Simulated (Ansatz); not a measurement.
# Bi2Te3: the cost of one run

Program: Ansatz 0.2.0. Level of theory: DFT PBE, scalar-relativistic, plane waves, PAW. These are calculated values, not measurements.

2 further runs of the same task are left out: 2 set aside as unsound or not needed. Runs told in other sessions of the task aren't counted.

**1. The structure to begin with**

The structure is trigonal, space group R-3m (No. 166). The conventional cell has a = 4.469 Å, b = 4.469 Å, c = 29.570 Å, α = 90.00°, β = 90.00°, γ = 120.00°. Bi (site symmetry 3m) is surrounded by 3 Te at 3.14 Å and 3 Bi at 3.42 Å. Te (site symmetry -3m) has 6 Te at 3.27 Å in its first shell of neighbours. Around Te (site symmetry 3m) lie 3 Bi at 3.14 Å and 3 Te at 3.27 Å.

Structure file:

```
CELL_PARAMETERS angstrom
2.23441 1.29004 9.85666
-2.23441 1.29004 9.85666
0.00000 -2.58007 9.85666
ATOMIC_POSITIONS crystal
Bi 0.80967 0.80967 0.80967
Bi 0.40033 0.40033 0.40033
Te 0.60500 0.60500 0.60500
Te 0.20359 0.20359 0.20359
Te 0.00641 0.00641 0.00641
```

It is the result of an earlier relaxation at this level (volume 34.09 Å³/atom; gap on the mesh: none (metal)).

**2. The bulk in the cell of the plane**

Input file input.yaml:

```yaml
crystal:
  lattice:
    - [4.4688133036, 0.0, 0.0]
    - [-2.2344066518, 3.8701058457, 0.0]
    - [2.2344066518, 1.2900352819, 9.8566636568]
  atoms:
    - { symbol: Bi, position: [0.3806636303, 0.1903318152, 0.4290045545] }
    - { symbol: Bi, position: [0.1993364865, 0.5996682433, 0.2009952702] }
    - { symbol: Te, position: [0.7899990537, 0.3949995268, 0.8150014195] }
    - { symbol: Te, position: [0.5928217356, 0.7964108678, 0.6107673967] }
    - { symbol: Te, position: [-0.0128209061, -0.006410453, 0.0192313591] }
basis:
  ecutwfc: 420
kpoints:
  mp_grid: { grid: [9, 9, 4] }
hamiltonian:
  xc: pbe
scf:
  occupations: { method: gaussian, width: 0.1 }
output:
  forces: true
  stress: true
  eigenvalues: true
```

On the command line:

```bash
$ ansatz run input.yaml --threads 4 --pin off --max-ram 9216MiB --backend cpu --events-out ev --progress --plain --runs-dir out
```

**Question.** How long does this run take on 4 threads of Arm Neoverse V2, shared host, and how much memory does it need?

About 9.4 s, with a peak of 0.84 GiB.
